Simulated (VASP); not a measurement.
# Al (Pm-3m) in VASP: equation of state

Aim: energy against volume of Al in PBE, for its equilibrium volume and stiffness.

Everything below comes from runs of VASP 6.6.1. Logs are shortened: lines on timing, memory, paths and dates and some standing lists are left out, and cuts for length are marked.

### Step 1. Starting point

The structure is cubic, space group Pm-3m (No. 221). The conventional cell has a = 2.722 Å, b = 2.722 Å, c = 2.722 Å, α = 90.00°, β = 90.00°, γ = 90.00°. Al (site symmetry m-3m) has 6 Al at 2.72 Å as nearest neighbours.

The cell was built by a generator and needn't be a form met in nature.

### Step 2. Equation of state, PBE, 18.95 Å³/atom (volume scaled by 0.94)

The input, INCAR:

```
SYSTEM = Al
PREC = Accurate
ENCUT = 520
EDIFF = 1E-7
ISMEAR = -1
SIGMA = 0.05
LREAL = .FALSE.
LASPH = .TRUE.
NELM = 60
ALGO = Normal
ISIF = 2
LWAVE = .FALSE.
LCHARG = .FALSE.
GGA = PE
NBANDS = 8
```

The input, KPOINTS:

```
regular mesh
0
G
  10 10 10
  0 0 0
```

The input, POSCAR:

```
Al
1.0
    2.6661982873      0.0000000000      0.0000000000
    0.0000000000      2.6661982873      0.0000000000
    0.0000000000      0.0000000000      2.6661982873
Al
1
Direct
    0.0000000000      0.0000000000      0.0000000000
```

Potentials or basis: VASP PAW PBE potentials, release 64 (Al).

The run is started by

```bash
$ cat potpaw_PBE.64/Al/POTCAR > POTCAR
$ mpirun -np 1 vasp_std > vasp.out
```

OUTCAR:

```text
SYSTEM = Al
   PREC = Accurate
   ENCUT = 520
   EDIFF = 1E-7
   ISMEAR = -1
   LREAL = .FALSE.
   LASPH = .TRUE.
   NELM = 60
   ISIF = 2
   GGA = PE

 Found     56 irreducible k-points:

 Following reciprocal coordinates:
            Coordinates               Weight
  0.000000  0.000000  0.000000      1.000000
  0.100000  0.000000  0.000000      6.000000
  0.200000  0.000000  0.000000      6.000000
  0.300000  0.000000  0.000000      6.000000
  0.400000  0.000000  0.000000      6.000000
  0.500000  0.000000  0.000000      3.000000
   k-points           NKPTS =     56   k-points in BZ     NKDIM =     56   number of bands    NBANDS=      8
   number of dos      NEDOS =    301   number of ions     NIONS =      1
   total plane-waves  NPLWV =   8000
   dimension x,y,z NGX =    20 NGY =   20 NGZ =   20
   dimension x,y,z NGXF=    40 NGYF=   40 NGZF=   40
   ions per type =               1
   NGX,Y,Z   is equivalent  to a cutoff of  12.47, 12.47, 12.47 a.u.
   NGXF,Y,Z  is equivalent  to a cutoff of  24.94, 24.94, 24.94 a.u.
 SYSTEM =  Al
   PREC   = accura    normal or accurate (medium, high low for compatibility)
   ISTART =      0    job   : 0-new  1-cont  2-samecut
   ICHARG =      2    charge: 1-file 2-atom 10-const
   ISPIN  =      1    spin polarized calculation?
   LNONCOLLINEAR =      F non collinear calculations
   LSORBIT =      F    spin-orbit coupling
   LASPH  =      T    aspherical Exc in radial PAW
   ENCUT  =  520.0 eV  38.22 Ry    6.18 a.u.   4.96  4.96  4.96*2*pi/ulx,y,z
   NELM   =     60;   NELMIN=  2; NELMDL= -5     # of ELM steps
   EDIFF  = 0.1E-06   stopping-criterion for ELM
   LREAL  =      F    real-space projection
   EDIFFG = 0.1E-05   stopping-criterion for IOM
   NSW    =      0    number of steps for IOM
   IBRION =     -1    ionic relax: 0-MD 1-quasi-New 2-CG
   NFREE  =      0    steps in history (QN), initial steepest desc. (CG)
   ISIF   =      2    stress and relaxation
   ISYM   =      2    0-nonsym 1-usesym 2-fastsym
   POTIM  = 0.5000    time-step for ionic-motion
   TEBEG  =    0.0;   TEEND  =   0.0 temperature during run
   PSTRESS=    0.0 pullay stress
   NELECT =       3.0000    total number of electrons
   NUPDOWN=      -1.0000    fix difference up-down
   EMIN   =  10.00;   EMAX   =-10.00  energy-range for DOS
   EFERMI =   0.00;   METHOD = LEGACY
   ISMEAR =    -1;   SIGMA  =   0.05  broadening in eV -4-tet -1-fermi 0-gaus
   EFERMI_NEDOS =   21; number of points for ismear=-14 and -15
   IALGO  =     38    algorithm
   IMIX   =      4    mixing-type and parameters
     AMIX     =   0.40;   BMIX     =  1.00
     AMIX_MAG =   1.60;   BMIX_MAG =  1.00
  volume/ion in A,a.u.               =      18.95       127.90
  Fermi-wavevector in a.u.,A,eV,Ry     =   0.885570  1.673484 10.670150  0.784234
  Thomas-Fermi vector in A             =   2.006621
   LORBIT       =      0    0 simple, 1 ext, 2 COOP (PROOUT), +10 PAW based schemes
   GGA     = PE    functional components
   LHFCALC =     F    Hartree Fock is set to
   AEXX    =    0.0000 exact exchange contribution
   IVDW    =     0    specifies the selected vdW correction
   LEPSILON=     F    determine dielectric tensor
   LRPA    =     F    only Hartree local field effects (RPA)
 non-spin polarized calculation
  energy-cutoff  :      520.00
  volume of cell :       18.95
 maximum number of plane-waves:       536
 NGX is ok and might be reduce to    20
   NGX =  9   NGY =  9   NGZ =  9

 number of electron       3.0000000 magnetization

 Free energy of the ion-electron system (eV)
  ---------------------------------------------------
  ext. energy  EPLUGINS =         0.00000000
  ---------------------------------------------------
  free energy    TOTEN  =        -3.35657356 eV

  energy without entropy =       -3.35209109  energy(sigma->0) =       -3.35433233

 E-fermi :   6.2319     XC(G=0):  -9.6386

 val. band max:        6.1893917244   @ k =   0.4000   0.4000   0.1000
 cond. band min:       6.2801572086   @ k =   0.3000   0.1000   0.0000
 fundamental gap:      0.0907654842
 Fermi energy:         6.2319165147

 k-point     1 :       0.0000    0.0000    0.0000
  band No.  band energies     occupation
      1      -3.7079      2.00000
      2      14.3470      0.00000
      3      14.3470      0.00000
      4      15.7982      0.00000
      5      15.7982      0.00000
      6      15.7982      0.00000
      7      22.3607      0.00000
      8      31.0342      0.00000

 k-point     2 :       0.1000    0.0000    0.0000
  band No.  band energies     occupation
      1      -3.5017      2.00000
      2      11.8966      0.00000
      3      14.5201      0.00000
      4      15.9704      0.00000
      5      15.9704      0.00000
      6      17.8355      0.00000
      7      23.2261      0.00000
      8      29.5374      0.00000

 k-point     3 :       0.2000    0.0000    0.0000
  band No.  band energies     occupation
      1      -2.8859      2.00000
      2       8.8961      0.00000
      3      15.0227      0.00000
      4      16.4867      0.00000
      5      16.4867      0.00000
      6      19.6299      0.00000
      7      25.6773      0.00000
      8      26.9501      0.00000

 k-point     4 :       0.3000    0.0000    0.0000
  band No.  band energies     occupation
      1      -1.8689      2.00000
      2       6.0998      1.86702
      3      15.7877      0.00000
      4      17.3433      0.00000
      5      17.3433      0.00000
      6      21.0347      0.00000
      7      24.4324      0.00000
      8      24.4324      0.00000

 k-point     5 :       0.4000    0.0000    0.0000
  band No.  band energies     occupation
      1      -0.4746      2.00000
      2       3.6185      2.00000
      3      16.6181      0.00000
      4      18.5175      0.00000
      5      18.5175      0.00000
      6      22.2268      0.00000
      7      22.2268      0.00000
      8      22.3648      0.00000

 k-point     6 :       0.5000    0.0000    0.0000
  band No.  band energies     occupation
      1       0.9051      2.00000
      2       1.8738      2.00000
      3      17.0314      0.00000
      4      19.5848      0.00000
      5      19.5848      0.00000
      6      20.8117      0.00000
      7      20.8117      0.00000
      8      23.1222      0.00000

 [... further k-points ...]

------------------------ aborting loop because EDIFF is reached ----------------------------------------

  FORCE on cell =-STRESS in cart. coord.  units (eV):
  Direction    XX          YY          ZZ          XY          YZ          ZX
  --------------------------------------------------------------------------------------
  -------------------------------------------------------------------------------------
  Total        0.5016331      0.5016331      0.5016331      0.0000000      0.0000000     -0.0000000
  in kB       42.4052349     42.4052349     42.4052349      0.0000000      0.0000000     -0.0000000
  external PRESSURE =      42.4052349 kB  Pullay stress =       0.0000000 kB

 VOLUME and BASIS-vectors are now :
 -----------------------------------------------------------------------------
  energy-cutoff  :      520.00
  volume of cell :       18.95
      direct lattice vectors                 reciprocal lattice vectors
     2.666198287  0.000000000  0.000000000     0.375065877  0.000000000  0.000000000
     0.000000000  2.666198287  0.000000000     0.000000000  0.375065877  0.000000000
     0.000000000  0.000000000  2.666198287     0.000000000  0.000000000  0.375065877

 POSITION                                       TOTAL-FORCE (eV/Angst)
 -----------------------------------------------------------------------------------
      0.00000      0.00000      0.00000         0.000000      0.000000      0.000000
 -----------------------------------------------------------------------------------
    total drift:                               -0.000000      0.000000      0.000000

  FREE ENERGIE OF THE ION-ELECTRON SYSTEM (eV)
  ---------------------------------------------------
  free  energy   TOTEN  =        -3.3565735636 eV

  energy  without entropy=       -3.3520910938  energy(sigma->0) =       -3.35433233
```

Wall time 2.6 s (1 thread of Intel Xeon 6975P-C (Granite Rapids), shared host); peak memory 0.12 GiB.

What came out:

- Free energy: -3.3566 eV
- Pressure: 4.2 GPa
- Band gap on the k mesh: none (metal or under the smearing width)

### Step 3. Equation of state, PBE, 19.36 Å³/atom (volume scaled by 0.96)

The input, INCAR:

```
SYSTEM = Al
PREC     = Accurate       ! precision mode
ENCUT    = 520            ! plane-wave cutoff, eV
EDIFF    = 1E-7           ! SCF threshold, eV
ISMEAR   = -1             ! smearing method
SIGMA    = 0.05           ! smearing width, eV
LREAL    = .FALSE.        ! projectors in reciprocal space
LASPH    = .TRUE.         ! aspherical terms in the spheres
NELM     = 100            ! most SCF steps
ALGO     = Normal         ! electronic algorithm
ISIF     = 2              ! what is computed and relaxed
LWAVE    = .FALSE.        ! write WAVECAR
LCHARG   = .FALSE.        ! write CHGCAR
GGA      = PE             ! functional
NBANDS   = 8              ! bands
```

KPOINTS is that of step 2.

The input, POSCAR:

```
Al
1.0
    2.6849749502      0.0000000000      0.0000000000
    0.0000000000      2.6849749502      0.0000000000
    0.0000000000      0.0000000000      2.6849749502
Al
1
Direct
    0.0000000000      0.0000000000      0.0000000000
```

Potentials or basis: VASP PAW PBE potentials, release 64 (Al).

The run is started by

```bash
$ cat potpaw_PBE.64/Al/POTCAR > POTCAR
$ mpirun -np 1 vasp_std > vasp.out
```

Wall time 2.5 s (1 thread of Intel Xeon 6975P-C (Granite Rapids), shared host); peak memory 0.12 GiB.

It converged, with:

| Quantity | Value |
| --- | --- |
| Free energy | -3.3654 eV |
| Pressure | 2.8 GPa |
| Band gap on the k mesh | none (metal or under the smearing width) |

### Step 4. Equation of state, PBE, 19.76 Å³/atom (volume scaled by 0.98)

The input, INCAR:

```
PREC = Accurate ; ENCUT = 520
EDIFF = 1E-7 ; ISMEAR = -1
SIGMA = 0.05 ; LREAL = False
LASPH = True ; NELM = 80
ALGO = Normal ; ISIF = 2
LWAVE = False ; LCHARG = False
GGA = PE ; NBANDS = 8
```

The input, KPOINTS:

```
Automatic mesh
0
Gamma
  10 10 10
```

The input, POSCAR:

```
Al
1.0
    2.7034926040      0.0000000000      0.0000000000
    0.0000000000      2.7034926040      0.0000000000
    0.0000000000      0.0000000000      2.7034926040
Al
1
Direct
    0.0000000000      0.0000000000      0.0000000000
```

The run is started by

```bash
$ cat potpaw_PBE.64/Al/POTCAR > POTCAR
$ mpirun -np 1 vasp_std > vasp.out
```

Wall time 2.5 s (1 thread of Intel Xeon 6975P-C (Granite Rapids), shared host); peak memory 0.11 GiB.

The run converged. Its results:

| Item | Value |
| --- | --- |
| Free energy | -3.3709 eV |
| Pressure | 1.5 GPa |
| Band gap on the k mesh | none (metal or under the smearing width) |

### Step 5. Equation of state, PBE, 20.57 Å³/atom (volume scaled by 1.02)

The input, INCAR:

```
SYSTEM = Al
ALGO = Normal
EDIFF = 1E-7
ENCUT = 520
GGA = PE
ISIF = 2
ISMEAR = -1
LASPH = .True.
LCHARG = .False.
LREAL = .False.
LWAVE = .False.
NBANDS = 8
NELM = 60
PREC = Accurate
SIGMA = 0.05
```

The input, KPOINTS:

```
k-points
0
Gamma
  10 10 10
  0 0 0
```

The input, POSCAR:

```
Al
1.0
    2.7397854260      0.0000000000      0.0000000000
    0.0000000000      2.7397854260      0.0000000000
    0.0000000000      0.0000000000      2.7397854260
Al
1
Direct
    0.0000000000      0.0000000000      0.0000000000
```

The run is started by

```bash
$ cat potpaw_PBE.64/Al/POTCAR > POTCAR
$ mpirun -np 1 vasp_std > vasp.out
```

Run time: 2.5 s. Hardware: 1 thread of Intel Xeon 6975P-C (Granite Rapids), shared host; peak memory 0.12 GiB.

It converged, with:

```
Free energy            : -3.3727 eV
Pressure               : -0.8 GPa
Band gap on the k mesh : none (metal or under the smearing width)
```

### Step 6. Equation of state, PBE, 20.97 Å³/atom (volume scaled by 1.04)

The input, INCAR:

```
PREC     = Accurate       # precision mode
ENCUT    = 520            # plane-wave cutoff, eV
EDIFF    = 1E-7           # SCF threshold, eV
ISMEAR   = -1             # smearing method
SIGMA    = 0.05           # smearing width, eV
LREAL    = F              # projectors in reciprocal space
LASPH    = T              # aspherical terms in the spheres
NELM     = 60             # most SCF steps
ALGO     = Normal         # electronic algorithm
ISIF     = 2              # what is computed and relaxed
LWAVE    = F              # write WAVECAR
LCHARG   = F              # write CHGCAR
GGA      = PE             # functional
NBANDS   = 8              # bands
```

The input, KPOINTS:

```
regular mesh
0
Gamma
  10 10 10
```

The input, POSCAR:

```
Al
1.0
    2.7575767389      0.0000000000      0.0000000000
    0.0000000000      2.7575767389      0.0000000000
    0.0000000000      0.0000000000      2.7575767389
Al
1
Direct
    0.0000000000      0.0000000000      0.0000000000
```

Potentials or basis: VASP PAW PBE potentials, release 64 (Al).

The run is started by

```bash
$ cat potpaw_PBE.64/Al/POTCAR > POTCAR
$ mpirun -np 1 vasp_std > vasp.out
```

Wall time 2.8 s (1 thread of Intel Xeon 6975P-C (Granite Rapids), shared host); peak memory 0.13 GiB.

Results (log left out):

```
Free energy            : -3.3694 eV
Pressure               : -1.8 GPa
Band gap on the k mesh : none (metal or under the smearing width)
```

### Step 7. Equation of state, PBE, 21.37 Å³/atom (volume scaled by 1.06)

The input, INCAR:

```
  PREC = Accurate
  ENCUT = 520
  EDIFF = 1E-7
  ISMEAR = -1
  SIGMA = 0.05
  LREAL = F
  LASPH = T
  NELM = 100
  ALGO = Normal
  ISIF = 2
  LWAVE = F
  LCHARG = F
  GGA = PE
  NBANDS = 8
```

The input, KPOINTS:

```
Automatic mesh
0
Gamma
  10 10 10
```

The input, POSCAR:

```
Al
1.0
    2.7751413956      0.0000000000      0.0000000000
    0.0000000000      2.7751413956      0.0000000000
    0.0000000000      0.0000000000      2.7751413956
Al
1
Direct
    0.0000000000      0.0000000000      0.0000000000
```

The run is started by

```bash
$ cat potpaw_PBE.64/Al/POTCAR > POTCAR
$ mpirun -np 1 vasp_std > vasp.out
```

Run time: 2.6 s. Hardware: 1 thread of Intel Xeon 6975P-C (Granite Rapids), shared host; peak memory 0.13 GiB.

Results (log left out):

| Item | Value |
| --- | --- |
| Free energy | -3.3637 eV |
| Pressure | -2.7 GPa |
| Band gap on the k mesh | none (metal or under the smearing width) |

### Step 8. Equation of state, PBE

Potentials or basis: VASP PAW PBE potentials, release 64 (Al).

This step only gathers the single runs of the series.

Results:

```
Equilibrium volume                      : 20.28 Å³/atom
Bulk modulus                            : 57 GPa
Pressure derivative of the bulk modulus : 2.7
```

Energy against volume, from the lowest point:
```
volume (Å³/atom)  energy (meV/atom)
          18.953              16.67
          19.356               7.83
          19.759               2.37
          20.163               0.00
          20.566               0.55
          20.969               3.81
          21.373               9.54
```

Caveat: the fit is doubtful: noisy points or a state that changes with volume.
